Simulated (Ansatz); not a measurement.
## BaTiO3: the change of energy above lowest point and pressure with volume scale

All results are calculated (Ansatz 0.2.0). Free energy against uniform scaling of the volume at fixed shape and fractions; periodic cell, basis, potentials, k mesh and filling as listed.

The cell before it is scaled or strained (space group Pm-3m, No. 221):
```
cell vectors (Å)
   4.0060     0.0000     0.0000
   0.0000     4.0060     0.0000
   0.0000     0.0000     4.0060
atoms (fractions of the cell vectors)
Ba  0.50000  0.50000  0.50000
Ti  0.00000  0.00000  0.00000
O   0.50000  0.00000  0.00000
O   0.00000  0.50000  0.00000
O   0.00000  0.00000  0.50000
```

Settings of every row: functional PBEsol; dispersion none; potentials PAW; wave cutoff 500 eV; density cutoff 2000 eV; k mesh 4x4x4; k shift 0x0x0; occupations fixed; smearing width 0 eV; spin none.

Limits: no spin-orbit coupling, which can matter with elements this heavy.

| row | volume scale | V (Å³/atom) | energy above lowest point (meV/atom) | pressure (GPa) |
| --- | --- | --- | --- | --- |
| 1 | 0.92 | 11.829 | 23.6 | 11.56 |
| 2 | 0.9467 | 12.172 | 5.6 | 5.36 |
| 3 | 0.9733 | 12.514 | 0 | 0.03 |
| 4 | 1 | 12.858 | 5 | -4.55 |
| 5 | 1.0267 | 13.201 | ? | ? |
| 6 | 1.0533 | 13.543 | 40.9 | -11.88 |
| 7 | 1.08 | 13.886 | 69.5 | -14.78 |

Question: what energy above lowest point and pressure should row 5 give?

Worked fit of energy above lowest point. Take u = (V_r/V)^(2/3) − 1 with V_r = 12.686 Å³ an atom, which is twice the finite (Eulerian) strain; such expansions in the strain, on which the Birch-Murnaghan equation of state is built, carry the rest volume and the bulk modulus. The shown rows have u = 0.04773, 0.02796, 0.00914, -0.00894, -0.04264, -0.05848. Least squares give energy above lowest point = 1.26 − 280 × u + 15443 × u² + 4755 × u³ meV/atom; a parabola predicts inner rows, each left out in turn, worse (root mean square 0.21 against 0.017 meV/atom). All shown rows lie on it to the printed digit. Its lowest point lies at u = 0.0090, or V = 12.52 Å³ an atom, and the curvature there gives the bulk modulus at fixed shape and fractions, B = (4/9)(1 + u)² E″(u)/V = 180 GPa. The withheld row has u = -0.02618, so the fit gives 1.26 − 280 × (-0.02618) + 15443 × (-0.02618)² + 4755 × (-0.02618)³ = 19.1 meV/atom.

The calculation gave 19 meV/atom. The fit lies 0.1 meV/atom (0.14 % of the column's range) above it, one unit of the last digit.

Worked fit of pressure. Take u = (V_r/V)^(2/3) − 1 with V_r = 12.686 Å³ an atom, which is twice the finite (Eulerian) strain; such expansions in the strain, on which the Birch-Murnaghan equation of state is built, carry the rest volume and the bulk modulus. The shown rows have u = 0.04773, 0.02796, 0.00914, -0.00894, -0.04264, -0.05848. Least squares give pressure = −2.347 + 254.13 × u + 748.4 × u² + 666 × u³ GPa; a parabola predicts inner rows, each left out in turn, worse (root mean square 0.034 against 0.015 GPa). The rows lie off it by 0.00, 0.00, -0.01, 0.01, -0.01, 0.00. The pressure vanishes at u = 0.0090, or V = 12.52 Å³ an atom, and there the bulk modulus at fixed shape and fractions is B = −V dP/dV = (2/3)(1 + u) dP/du = 180 GPa. The withheld row has u = -0.02618, so the fit gives −2.347 + 254.13 × (-0.02618) + 748.4 × (-0.02618)² + 666 × (-0.02618)³ = -8.50 GPa.

The calculation gave -8.49 GPa. The fit lies 0.01 GPa (0.038 % of the column's range) below it, one unit of the last digit.
